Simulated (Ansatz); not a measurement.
# BP (F-43m): convergence test of the plane-wave cutoff from a Python script

How high a cutoff does BP (F-43m) need? The task is a convergence test of the plane-wave cutoff, for BP (F-43m).

Computed with Ansatz 0.2.0, driven from Python. Level of theory: DFT PBEsol, plane waves, PAW.

## (1) Starting point

The structure is cubic, space group F-43m (No. 216). The conventional cell has a = 4.538 Å, b = 4.538 Å, c = 4.538 Å, α = 90.00°, β = 90.00°, γ = 90.00°. B (site symmetry -43m) is surrounded by 4 P at 1.97 Å. P (site symmetry -43m) has 4 B at 1.97 Å as nearest neighbours.

No structure file is read: the coordinates are typed or built in the script.

## (2) The code

run_ecut.py reads:

```python
"""Cutoff test for BP."""

import warnings

import ansatz as az
import matplotlib.pyplot as plt

XC = "pbesol"
SMEARING = "fixed"

warnings.simplefilter("ignore", az.DeckWarning)

system = (
    az.Lattice.fcc(4.538)
    .space_group(216)
    .atom("B", [0.0, 0.0, 0.0])
    .atom("P", [0.25, 0.25, 0.75])
    .primitive()
)

job = (
    system.calculation()
    .functional(XC)
    .kpoints(8)
    .occupations(SMEARING)
)

rows = []
for value in [250, 300, 350, 400, 450, 500]:
    report = job.basis(value).run().report
    rows.append((value, report["free_energy_ev"] / len(report["lattice"]["sites"]), report["n_iterations"], report["n_pw"]))

print(" cutoff (eV)   F/atom (eV)    iterations   plane waves")
for row in rows:
    print(f"{str(row[0]):>12s}  {row[1]:12.5f}  {row[2]:12d}  {row[3]:12d}")

# differences from the last row
for row in rows[:-1]:
    shift = 1000 * (row[1] - rows[-1][1])
    print(f"{row[0]}: {shift:+.2f} meV/atom" + ("  (within 5 meV)" if abs(shift) < 5 else ""))
plt.figure(figsize=(4.5, 3))
plt.plot([str(row[0]) for row in rows], [1000 * (row[1] - rows[-1][1]) for row in rows], "o-")
plt.xlabel("cutoff (eV)")
plt.ylabel("F - F(last) (meV/atom)")
plt.tight_layout()
plt.savefig("ecut.png", dpi=100)
```

## (3) The run

On the command line:

```sh
$ python run_ecut.py
```

**Question.** How fast does the energy converge with the cutoff (threshold 5 meV an atom)?

As calculated:

```
                              quantity           value
                         runs compared               6
       last run but one, from the last  +0.26 meV/atom
within 5 meV/atom of the last run from             400
```

**Reading.** Runs 1, 2, 3: each has a cutoff under the recommended one, so what rests on them isn't a property of the system. From 400 eV on it stays within 5 meV an atom of the value at 500 eV; the first row (250 eV) is off by 160.1 meV and the last but one by 0.26 meV. The energy falls steadily, as expected when plane waves are added. Shifts are counted from the last row, which is itself no proven limit.
